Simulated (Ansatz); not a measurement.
BaF2:
```xyz
3
Lattice="0.0000 3.0687 3.0687 3.0687 0.0000 3.0687 3.0687 3.0687 0.0000" Properties=species:S:1:pos:R:3 pbc="T T T"
Ba     0.0000     0.0000     0.0000
F      1.5344     1.5344     1.5344
F      4.6031     4.6031     4.6031
```

Relaxed with PBEsol. Special points in fractions of this cell's reciprocal vectors: Γ (0.000, 0.000, 0.000); X (0.500, 0.000, 0.500); U (0.625, 0.250, 0.625); K (0.375, 0.375, 0.750); L (0.500, 0.500, 0.500); W (0.500, 0.250, 0.750).

Question: List the band energies nearest the valence-band maximum at these points for plane-wave PAW PBEsol (Ansatz code).

Answer: In eV from the valence-band maximum; about four levels below and three above (degenerate sets whole), none deeper than 8.9 eV; points with the same levels are listed once.

| k | below | above |
|---|---|---|
| Γ | -1.61 -1.61 -1.61 -0.12 -0.12 -0.12 | 6.83 9.31 9.31 |
| X | -0.41 -0.41 -0.31 -0.31 -0.21 | 7.29 9.14 10.92 |
| U | -0.54 -0.34 -0.27 -0.20 | 7.55 9.52 10.07 |
| L | -0.71 -0.38 -0.18 -0.18 | 9.26 9.32 9.32 |
| W | -0.37 -0.37 -0.35 -0.26 | 7.55 9.94 10.04 10.04 |

Space group Fm-3m (fluorite). The cell was relaxed with PBEsol under the symmetry of its start. Scalar-relativistic: spin–orbit coupling is off unless named, which matters more the heavier the elements.

Potentials: the later of the program's two PAW sets.
